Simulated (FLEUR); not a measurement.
# Au: equation of state with LDA (von Barth-Hedin)

**What was measured.**

“Exploring toroidal anvil profiles for larger sample volumes above 4 Mbar”, 2024, pmc:11102561 quotes, for a bulk crystal of Au: bulk modulus 167 GPa.

Crystal: Au.

```
Au
1.0
     0.00000    2.03500    2.03500
     2.03500    0.00000    2.03500
     2.03500    2.03500    0.00000
Au
1
Direct
  0.00000 0.00000 0.00000
```

| Quantity | Value |
| --- | --- |
| Program | FLEUR MaX-R8.1 (later development tree) |
| Task | equation of state |
| Functional | LDA (von Barth-Hedin) |
| Potentials or basis | all-electron |
| Basis | FLAPW |
| Kmax | 3.8 1/bohr |
| k mesh | 11 × 11 × 11 |
| Occupations | fermi-dirac, width 0.05 eV |
| Spin | no spin polarisation |

```json
{
 "Equilibrium volume": "16.49 Å³/atom",
 "Bulk modulus": "201 GPa",
 "Pressure derivative of the bulk modulus": "6.1 (rough: it moves with the points fitted)"
}
```

Energy against volume, from the lowest point:
```tsv
volume (Å³/atom)	energy (meV/atom)
15.843	13.70
16.181	0.00
16.855	0.91
17.529	31.65
17.866	55.69
```

Against the measured bulk modulus of Au, 167 GPa (quoted in “Exploring toroidal anvil profiles for larger sample volumes above 4 Mbar”, 2024, pmc:11102561), the calculated 201 GPa is off by +20.5 %. The fit is for a static lattice scaled at fixed shape and fixed fractional positions.

Spin-orbit coupling is left out, which matters for the levels of Au.
